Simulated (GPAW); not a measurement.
# HfN (Fm-3m) in GPAW: further runs

Aim: see how the results for HfN move with the level of theory and the settings. Levels: revPBE, PBE+U. Tasks: equation of state, band structure.

Program: GPAW 26.7.0. These are calculated values, not measurements. Logs are shortened: lines on timing, memory, paths and dates and some standing lists are left out, and cuts for length are marked. The log counts tension as positive stress, the text compression.

## 1. The crystal as given

The structure is cubic, space group Fm-3m (No. 225). The conventional cell has a = 4.512 Å, b = 4.512 Å, c = 4.512 Å, α = 90.00°, β = 90.00°, γ = 90.00°. Around Hf (site symmetry m-3m) lie 6 N at 2.26 Å. N (site symmetry m-3m) is surrounded by 6 Hf at 2.26 Å.

## 2. Equation of state, revPBE

Contents of run.py:

```python
from ase import Atoms
from ase.eos import EquationOfState
from ase.io import Trajectory
from ase.units import GPa
from gpaw import GPAW, PW

atoms = Atoms(['Hf', 'N'],
              cell=[[0.0, 2.256, 2.256],
                    [2.256, 0.0, 2.256],
                    [2.256, 2.256, 0.0]],
              scaled_positions=[[0.0, 0.0, 0.0],
                                [0.5, 0.5, 0.5]],
              pbc=True)

traj = Trajectory('eos.traj', 'w')
volumes, energies = [], []
for x in [0.94, 0.96, 0.98, 1.0, 1.02, 1.04, 1.06]:
    a = atoms.copy()
    a.set_cell(atoms.cell * x**(1 / 3), scale_atoms=True)
    calc = GPAW(mode=PW(800),
                xc='revPBE',
                kpts={'size': (8, 8, 8), 'gamma': True},
                occupations={'name': 'fermi-dirac', 'width': 0.05},
                nbands=19,
                convergence={'density': 1e-05, 'energy': 1e-05},
                maxiter=150,
                txt=f'eos-{x:.2f}.txt')
    a.calc = calc
    energies.append(a.get_potential_energy(force_consistent=True))
    volumes.append(a.get_volume())
    p = -a.get_stress()[:3].mean() / GPa
    calc.write(f'eos-{x:.2f}.gpw')
    traj.write(a)
    print(f'{x:.2f} {volumes[-1]:10.4f} A^3 {energies[-1]:14.6f} eV {p:9.3f} GPa', flush=True)

v0, e0, B = EquationOfState(volumes, energies, eos='birchmurnaghan').fit()
print(f'V0 = {v0:.4f} A^3, E0 = {e0:.6f} eV, B0 = {B / GPa:.2f} GPa')
```

Potentials or basis: the program's PAW data sets (release 1.2.1) made for this functional, pw.

Command:

```console
$ OMP_NUM_THREADS=1 python run.py
```

The program printed:

```text
__  _  _
 | _ |_)|_||  |
 |__||  | ||/\| - 26.7.0

Input parameters:
  mode=PW(ecut=800.0),
  convergence={'density': 1e-05, 'energy': 1e-05},
  kpts=MonkhorstPack(size=(8, 8, 8), gamma=True),
  maxiter=150,
  nbands=19,
  occupations=Occupations(name='fermi-dirac', width=0.05),
  xc=XC(name='revPBE')

Diagonalizing LCAO Hamiltonian
Converting LCAO to pw mode

              N

       Hf

Atoms  # Å, Bohr magnetons
|   | symbol |        x |        y |        z |    initial magnetic moments |
|---|--------|----------|----------|----------|-----------------------------|
| 0 |     Hf | 0.000000 | 0.000000 | 0.000000 | ( 0.0000,  0.0000,  0.0000) |
| 1 |      N | 2.209946 | 2.209946 | 2.209946 | ( 0.0000,  0.0000,  0.0000) |

Unit cell  # Å
| periodic |        x |        y |        z |  lengths |    angles |
|----------|----------|----------|----------|----------|-----------|
|      yes | 0.000000 | 2.209946 | 2.209946 | 3.125336 | 60.000000 |
|      yes | 2.209946 | 0.000000 | 2.209946 | 3.125336 | 60.000000 |
|      yes | 2.209946 | 2.209946 | 0.000000 | 3.125336 | 60.000000 |

Number of symmetries: 48
Symmetry operations  # r_c * U_cc + t_c -> r_c
|    | kind |            matrix            |
|----|------|------------------------------|
|  0 |  σ   |  1, 0, 0,  1, 0,-1,  1,-1, 0 |
|  1 |  C2  |  1, 0, 0,  1,-1, 0,  1, 0,-1 |
|  2 |  E   |  1, 0, 0,  0, 1, 0,  0, 0, 1 |
|  3 |  σ   |  1, 0, 0,  0, 0, 1,  0, 1, 0 |
|  4 |  C4  |  1, 0,-1,  1, 0, 0,  1,-1, 0 |
|  5 |  S6  |  1, 0,-1,  1,-1, 0,  1, 0, 0 |
|  6 |  σ   |  1, 0,-1,  0, 1,-1,  0, 0,-1 |
|  7 |  C3  |  1, 0,-1,  0, 0,-1,  0, 1,-1 |
|  8 |  S6  |  1,-1, 0,  1, 0, 0,  1, 0,-1 |
|  9 |  C4  |  1,-1, 0,  1, 0,-1,  1, 0, 0 |
| 10 |  C3  |  1,-1, 0,  0,-1, 1,  0,-1, 0 |
| 11 |  σ   |  1,-1, 0,  0,-1, 0,  0,-1, 1 |
| 12 |  σ   |  0, 1, 0,  1, 0, 0,  0, 0, 1 |
| 13 |  C4  |  0, 1, 0,  0, 1,-1, -1, 1, 0 |
| 14 |  C3  |  0, 1, 0,  0, 0, 1,  1, 0, 0 |
| 15 |  S6  |  0, 1, 0, -1, 1, 0,  0, 1,-1 |
| 16 |  C2  |  0, 1,-1,  1, 0,-1,  0, 0,-1 |
| 17 |  σ   |  0, 1,-1,  0, 1, 0, -1, 1, 0 |
| 18 |  S4  |  0, 1,-1,  0, 0,-1,  1, 0,-1 |
| 19 |  C4  |  0, 1,-1, -1, 1, 0,  0, 1, 0 |
| 20 |  C3  |  0, 0, 1,  1, 0, 0,  0, 1, 0 |
| 21 |  σ   |  0, 0, 1,  0, 1, 0,  1, 0, 0 |
| 22 |  S6  |  0, 0, 1,  0,-1, 1, -1, 0, 1 |
| 23 |  C4  |  0, 0, 1, -1, 0, 1,  0,-1, 1 |
| 24 |  S4  |  0, 0,-1,  1, 0,-1,  0, 1,-1 |
| 25 |  C3  |  0, 0,-1,  0, 1,-1,  1, 0,-1 |
| 26 |  C2  |  0, 0,-1,  0,-1, 0, -1, 0, 0 |
| 27 |  S6  |  0, 0,-1, -1, 0, 0,  0,-1, 0 |
| 28 |  S4  |  0,-1, 1,  1,-1, 0,  0,-1, 0 |
| 29 |  C4  |  0,-1, 1,  0, 0, 1, -1, 0, 1 |
| 30 |  C2  |  0,-1, 1,  0,-1, 0,  1,-1, 0 |
| 31 |  σ   |  0,-1, 1, -1, 0, 1,  0, 0, 1 |
| 32 |  C3  |  0,-1, 0,  1,-1, 0,  0,-1, 1 |
| 33 |  S6  |  0,-1, 0,  0, 0,-1, -1, 0, 0 |
| 34 |  S4  |  0,-1, 0,  0,-1, 1,  1,-1, 0 |
| 35 |  C2  |  0,-1, 0, -1, 0, 0,  0, 0,-1 |
| 36 |  C2  | -1, 1, 0,  0, 1, 0,  0, 1,-1 |
| 37 |  S6  | -1, 1, 0,  0, 1,-1,  0, 1, 0 |
| 38 |  S4  | -1, 1, 0, -1, 0, 1, -1, 0, 0 |
| 39 |  C3  | -1, 1, 0, -1, 0, 0, -1, 0, 1 |
| 40 |  S6  | -1, 0, 1,  0, 0, 1,  0,-1, 1 |
| 41 |  C2  | -1, 0, 1,  0,-1, 1,  0, 0, 1 |
| 42 |  C3  | -1, 0, 1, -1, 1, 0, -1, 0, 0 |
| 43 |  S4  | -1, 0, 1, -1, 0, 0, -1, 1, 0 |
| 44 |  C2  | -1, 0, 0,  0, 0,-1,  0,-1, 0 |
| 45 |  i   | -1, 0, 0,  0,-1, 0,  0, 0,-1 |
| 46 |  σ   | -1, 0, 0, -1, 1, 0, -1, 0, 1 |
| 47 |  C2  | -1, 0, 0, -1, 0, 1, -1, 1, 0 |

BZ-sampling:
  Number of BZ points: 512
  Number of IBZ points: 29

  Monkhorst-Pack size: [8, 8, 8]
  Monkhorst-Pack shift: [0.0625, 0.0625, 0.0625]

K-points  # in reciprocal-cell coordinates
|     |                                coordinates |     weight |
|-----|--------------------------------------------|------------|
|   0 | (  0.00000000,   0.00000000,   0.00000000) | 0.00195312 |
|   1 | (  0.12500000,   0.12500000,   0.00000000) | 0.01171875 |
|   2 | (  0.12500000,   0.12500000,   0.12500000) | 0.01562500 |
|   3 | (  0.25000000,   0.12500000,   0.12500000) | 0.02343750 |
|   4 | (  0.25000000,   0.25000000,   0.00000000) | 0.01171875 |
|   5 | (  0.25000000,   0.25000000,   0.12500000) | 0.04687500 |
|   6 | (  0.25000000,   0.25000000,   0.25000000) | 0.01562500 |
|   7 | (  0.37500000,   0.25000000,  -0.37500000) | 0.04687500 |
|   8 | (  0.37500000,   0.25000000,   0.12500000) | 0.04687500 |
|   9 | (  0.37500000,   0.25000000,   0.25000000) | 0.04687500 |
| ... |                                            |            |
|  28 | (  0.50000000,   0.50000000,   0.50000000) | 0.00781250 |

Plane wave coefficients: 1124
Cutoff: 800.0 eV

Spin-components: 1 (collinear spins)
Bands:           19
Projectors:      11
Spin-degeneracy: 2
Datatype:        complex128

Parallelization:
  kpt:    1
  domain: 1
  band:   1

Density:
  Valence electrons: 17.0
  Components: 1
  Grid points: [21 21 21]
  Charge: 0.0  # |e|

Potential:
  Grid points: [21 21 21]

species:
  Hf:
    name:    Hafnium
    Z:       72.0
    valence: 12
    core:    60
    charge:  0.0  # [|e|]
    compensation charges:
      type: gauss
      rc: 0.41  # [Å]
      lmax: 2
    cutoffs:
      filter: 2.36  # [Å]
      core: 4.02  # [Å]
    projectors
    | kind |    occ | energy [eV] | rcut [Å] |
    |------|--------|-------------|----------|
    |   5s |  2.000 |     -66.818 |    1.397 |
    |   6s |  2.000 |      -5.050 |    1.397 |
    |   5p |  6.000 |     -35.584 |    1.307 |
    |   6p |  0.000 |      -1.383 |    1.307 |
    |   5d |  2.000 |      -2.651 |    1.334 |
    |    d |        |      24.560 |    1.334 |

    Using partial waves for Hf as LCAO basis

  N:
    name:    Nitrogen
    Z:       7.0
    valence: 5
    core:    2
    charge:  0.0  # [|e|]
    compensation charges:
      type: gauss
      rc: 0.18  # [Å]
      lmax: 2
    cutoffs:
      filter: 1.11  # [Å]
      core: 0.96  # [Å]
    projectors
    | kind |    occ | energy [eV] | rcut [Å] |
    |------|--------|-------------|----------|
    |   2s |  2.000 |     -18.619 |    0.603 |
    |   2p |  3.000 |      -7.035 |    0.529 |
    |    s |        |       8.592 |    0.603 |
    |    p |        |      20.177 |    0.529 |
    |    d |        |       0.000 |    0.577 |

    Using partial waves for N as LCAO basis

Reference energy: -411378.452205  # eV

eigensolver:
  PPCG
  Converge bands: occupied
  niter=2

density mixing:
  MSR1-Mixer
  Pratt-step length: 0.05
  Maximum mixing coefficient: 0.75
  Old densities: 10
  SVD Regularization: 0.005
  Good broyden scale: 1.0
  Trust region scale: 1.0
  Backstep threshold: 4.0
  History deletion threshold: 6.0
  Fourier metric: weight=20.0, sigma=0.015

occupation numbers:
  Fermi-Dirac:
    width: 0.0500  # eV

poisson solver:
  ecut: 6400.0  # eV

xc functional:
  name: revPBE with 2 nearest neighbor stencil

convergence criteria:
- Maximum integral of absolute [dens]ity change: 1e-05 electrons / valence electron
- Maximum [total energy] change in last 3 cyles: 1e-05 eV / valence electron
- Maximum integral of absolute [eigenst]ate change: 4e-08 eV^2 / valence electron
maximum number of iterations: 150

SCF iterations
|iter     | |      energy | eigst |  dens |
|---------|-|-------------|-------|-------|
|iter:   1| |  -20.082433 | +0.07 |       |
|iter:   2| |  -19.541287 | -2.41 | -0.91 |
|iter:   3| |  -18.245337 | -1.45 | -0.97 |
|iter:   4| |  -18.258356 | -3.15 | -1.64 |
|iter:   5| |  -18.269229 | -3.36 | -1.86 |
|iter:   6| |  -18.269167 | -5.46 | -3.00 |
|iter:   7| |  -18.269173c| -6.55 | -3.56 |
|iter:   8| |  -18.269175c| -7.31 | -4.10 |
|iter:   9| |  -18.269175c| -8.68c| -5.23c|

Converged in 9 steps
Energy contributions relative to reference atoms: (reference = -411378.452205)

Energy contributions:
  Kinetic:          37.373580
  Coulomb:         -35.064476
  Zero:             -0.210326
  External:          0.000000
  Xc:              -20.364624
  Entropy:          -0.006656
  Spinorbit:         0.000000
  ----------------------------
  Free energy:     -18.272503
  Extrapolated:    -18.269175

dipole moment: (-15.951785, -15.951785, -15.951785)  # |e|*Ang

Fermi level: 14.984
Eigenvalues  # (at kpt = [0.000, 0.000, 0.000])
| band index |      eig [eV] | occ [0-2] |
|------------|---------------|-----------|
|          0 |       -47.447 |     2.000 |
|        ... |               |           |
|          3 |       -16.012 |     2.000 |
|          4 |        -2.948 |     2.000 |
|          5 |        11.898 |     2.000 |
|          6 |        11.898 |     2.000 |
|          7 |        11.898 |     2.000 |
|          8 |        14.584 |     1.999 |
[... 8 lines left out ...]
|         17 |        40.795 |     0.000 |
|         18 |        42.787 |     0.000 |

No gap
No difference between direct/indirect transitions

Stress tensor  # eV/Ang^3
|         x |         y |         z |
|-----------|-----------|-----------|
| -0.202414 | -0.000000 | -0.000000 |
| -0.000000 | -0.202414 | -0.000000 |
| -0.000000 | -0.000000 | -0.202414 |

# Writing to eos-0.94.gpw (mode='')
```

Wall time 1.9 min (1 thread of Arm Neoverse V1, shared host); peak memory 0.22 GiB.

What came out:

```
Equilibrium volume                      : 11.95 Å³/atom
Bulk modulus                            : 259 GPa
Pressure derivative of the bulk modulus : 4.4
```

Energy against volume, from the lowest point:
| volume (Å³/atom) | energy (meV/atom) |
| --- | --- |
| 10.793 | 109.13 |
| 11.023 | 67.56 |
| 11.252 | 36.91 |
| 11.482 | 16.15 |
| 11.712 | 4.08 |
| 11.941 | 0.00 |
| 12.171 | 3.17 |

Spin-orbit coupling is left out, which matters for the levels of Hf. revPBE gives volumes clearly too large for solids.

## 3. Band structure, PBE+U

Contents of run.py:

```python
import spglib
from ase import Atoms
from ase.dft.bandgap import bandgap
from ase.io import read, write
from ase.units import GPa
from gpaw import GPAW, PW

atoms = read('HfN.cif')
cell, positions, numbers = spglib.find_primitive(
    (atoms.cell[:], atoms.get_scaled_positions(), atoms.numbers), symprec=1e-4)
atoms = Atoms(numbers, cell=cell, scaled_positions=positions, pbc=True)

calc = GPAW(mode=PW(800),
            xc='PBE',
            kpts={'size': (8, 8, 8), 'gamma': True},
            occupations={'name': 'fermi-dirac', 'width': 0.05},
            setups={'Hf': ':d,6.2'},
            nbands=19,
            convergence={'density': 1e-05, 'energy': 1e-05},
            maxiter=150,
            txt='gpaw.txt')
atoms.calc = calc
energy = atoms.get_potential_energy()
forces = atoms.get_forces()
stress = atoms.get_stress()
calc.write('gs.gpw')
write('result.traj', atoms)
print(f'Energy: {energy:.6f} eV')
print('Forces (eV/A):')
print(forces.round(4))
print('Stress (GPa):', (stress / GPa).round(3))
print('Fermi level:', round(calc.get_fermi_level(), 4), 'eV')
print(f'Gap: {bandgap(calc)[0]:.4f} eV, direct: {bandgap(calc, direct=True)[0]:.4f} eV')

path = atoms.cell.bandpath('GXWKGLUWLK,UX', npoints=80, eps=1e-4)
bs_calc = calc.fixed_density(kpts=path, symmetry='off', nbands=28,
                             convergence={'bands': 'CBM+6.0', 'eigenstates': 1e-6}, txt='bands.txt')
bs = bs_calc.band_structure()
bs.write('bs.json')
print(f'Gap on the path: {bandgap(bs_calc)[0]:.4f} eV')
```

Contents of HfN.cif:

```cif
data_HfN
_cell_length_a 4.51200000
_cell_length_b 4.51200000
_cell_length_c 4.51200000
_cell_angle_alpha 90.00000000
_cell_angle_beta 90.00000000
_cell_angle_gamma 90.00000000
_space_group_name_H-M_alt 'Fm-3m'
_space_group_name_Hall '-F 4 2 3'
_space_group_IT_number 225
loop_
_space_group_symop_operation_xyz
'x,y,z'
'-x,-y,-z'
'-y,x,z'
'y,-x,-z'
'-x,-y,z'
'x,y,-z'
'y,-x,z'
'-y,x,-z'
'x,-y,-z'
'-x,y,z'
'-y,-x,-z'
'y,x,z'
'-x,y,-z'
'x,-y,z'
'y,x,-z'
'-y,-x,z'
'z,x,y'
'-z,-x,-y'
'z,-y,x'
'-z,y,-x'
'z,-x,-y'
'-z,x,y'
'z,y,-x'
'-z,-y,x'
'-z,x,-y'
'z,-x,y'
'-z,-y,-x'
'z,y,x'
'-z,-x,y'
'z,x,-y'
'-z,y,x'
'z,-y,-x'
'y,z,x'
'-y,-z,-x'
'x,z,-y'
'-x,-z,y'
'-y,z,-x'
'y,-z,x'
'-x,z,y'
'x,-z,-y'
'-y,-z,x'
'y,z,-x'
'-x,-z,-y'
'x,z,y'
'y,-z,-x'
'-y,z,x'
'x,-z,y'
'-x,z,-y'
'x,y+1/2,z+1/2'
'-x,-y+1/2,-z+1/2'
'-y,x+1/2,z+1/2'
'y,-x+1/2,-z+1/2'
[... 63 lines left out ...]
'-z+1/2,y,-x+1/2'
'z+1/2,-x,-y+1/2'
'-z+1/2,x,y+1/2'
'z+1/2,y,-x+1/2'
'-z+1/2,-y,x+1/2'
'-z+1/2,x,-y+1/2'
'z+1/2,-x,y+1/2'
'-z+1/2,-y,-x+1/2'
'z+1/2,y,x+1/2'
'-z+1/2,-x,y+1/2'
'z+1/2,x,-y+1/2'
'-z+1/2,y,x+1/2'
'z+1/2,-y,-x+1/2'
'y+1/2,z,x+1/2'
'-y+1/2,-z,-x+1/2'
'x+1/2,z,-y+1/2'
'-x+1/2,-z,y+1/2'
'-y+1/2,z,-x+1/2'
'y+1/2,-z,x+1/2'
'-x+1/2,z,y+1/2'
'x+1/2,-z,-y+1/2'
'-y+1/2,-z,x+1/2'
'y+1/2,z,-x+1/2'
'-x+1/2,-z,-y+1/2'
'x+1/2,z,y+1/2'
'y+1/2,-z,-x+1/2'
'-y+1/2,z,x+1/2'
'x+1/2,-z,y+1/2'
'-x+1/2,z,-y+1/2'
'x+1/2,y+1/2,z'
'-x+1/2,-y+1/2,-z'
'-y+1/2,x+1/2,z'
'y+1/2,-x+1/2,-z'
'-x+1/2,-y+1/2,z'
'x+1/2,y+1/2,-z'
'y+1/2,-x+1/2,z'
'-y+1/2,x+1/2,-z'
'x+1/2,-y+1/2,-z'
'-x+1/2,y+1/2,z'
'-y+1/2,-x+1/2,-z'
'y+1/2,x+1/2,z'
'-x+1/2,y+1/2,-z'
'x+1/2,-y+1/2,z'
'y+1/2,x+1/2,-z'
'-y+1/2,-x+1/2,z'
'z+1/2,x+1/2,y'
'-z+1/2,-x+1/2,-y'
'z+1/2,-y+1/2,x'
'-z+1/2,y+1/2,-x'
'z+1/2,-x+1/2,-y'
'-z+1/2,x+1/2,y'
'z+1/2,y+1/2,-x'
'-z+1/2,-y+1/2,x'
'-z+1/2,x+1/2,-y'
'z+1/2,-x+1/2,y'
'-z+1/2,-y+1/2,-x'
'z+1/2,y+1/2,x'
'-z+1/2,-x+1/2,y'
'z+1/2,x+1/2,-y'
'-z+1/2,y+1/2,x'
'z+1/2,-y+1/2,-x'
'y+1/2,z+1/2,x'
'-y+1/2,-z+1/2,-x'
'x+1/2,z+1/2,-y'
'-x+1/2,-z+1/2,y'
'-y+1/2,z+1/2,-x'
'y+1/2,-z+1/2,x'
'-x+1/2,z+1/2,y'
'x+1/2,-z+1/2,-y'
'-y+1/2,-z+1/2,x'
'y+1/2,z+1/2,-x'
'-x+1/2,-z+1/2,-y'
'x+1/2,z+1/2,y'
'y+1/2,-z+1/2,-x'
'-y+1/2,z+1/2,x'
'x+1/2,-z+1/2,y'
'-x+1/2,z+1/2,-y'
loop_
_atom_site_label
_atom_site_type_symbol
_atom_site_symmetry_multiplicity
_atom_site_Wyckoff_symbol
_atom_site_fract_x
_atom_site_fract_y
_atom_site_fract_z
_atom_site_occupancy
Hf1 Hf 4 a 0.0000000000 0.0000000000 0.0000000000 1
N1 N 4 b 0.5000000000 0.0000000000 0.0000000000 1
```

Potentials or basis: GPAW PAW data sets (gpaw-data 1.2.1), pw.

Command:

```console
$ OMP_NUM_THREADS=1 python run.py
```

Wall time 41 s (1 thread of Arm Neoverse V1, shared host); peak memory 0.24 GiB.

The run converged. Its results:

```yaml
Free_energy: -13.8596 eV
Pressure: 33.2 GPa
Band_gap_along_the_path: none (metal or under the smearing width)
```

Levels at the corners of the path, in eV from the Fermi level:
```csv
point,band 6,band 7,band 8,band 9,band 10,band 11
Γ,-3.85,-3.85,-3.85,0.06,0.06,0.06
X,-6.55,-4.62,-4.62,-3.80,4.99,5.23
W,-6.82,-6.36,-6.36,1.11,1.11,6.14
K,-7.14,-6.52,-5.56,-0.96,4.04,5.29
Γ,-3.85,-3.85,-3.85,0.06,0.06,0.06
L,-9.76,-6.52,-6.52,3.06,3.41,4.45
U,-7.14,-6.52,-5.56,-0.96,4.04,5.29
W,-6.82,-6.36,-6.36,1.11,1.11,6.14
L,-9.76,-6.52,-6.52,3.06,3.41,4.45
K,-7.14,-6.52,-5.56,-0.96,4.04,5.29
U,-7.14,-6.52,-5.56,-0.96,4.04,5.29
X,-6.55,-4.62,-4.62,-3.80,4.99,5.23
```

Caveat: a pressure of tens of GPa on the cell as given is suspect, and the run, the potentials or the cell itself is likely at fault; spin-orbit coupling is left out, which moves the levels of the heavy elements; U without spin polarisation on a metal has little footing.
